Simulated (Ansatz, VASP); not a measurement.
# One calculation of Mo, two programs

```xyz
1
Lattice="0.0000 2.0010 2.0010 2.0010 0.0000 2.0010 2.0010 2.0010 0.0000" Properties=species:S:1:pos:R:3 pbc="T T T"
Mo    0.0000    0.0000    0.0000
```

Alike in both runs: functional PBE; k mesh 18 × 18 × 18; occupations gaussian, width 0.1 eV; no spin polarisation.

Ansatz relaxed the structure, and its values are those at the end. VASP's run is a single point on that final structure, the one shown.

```csv
,VASP,Ansatz
version,VASP 6.6.1,Ansatz 0.2.0
potentials or method,"VASP PAW PBE potentials, release 64 (Mo_sv)","scalar-relativistic, plane waves, PAW"
plane-wave cutoff (eV),520,420
valence electrons in the cell,14,14
```

|  | VASP | Ansatz | Ansatz less VASP |
| --- | --- | --- | --- |
| gap on the k mesh at the Fermi level (eV) | none | none | - |
| pressure (GPa) | 0.5 | 0.0 | -0.47 |

A gap of «none» marks a metal or a gap that the smearing closes. With one functional, cell and mesh, what is left measures potentials, basis and numerics.
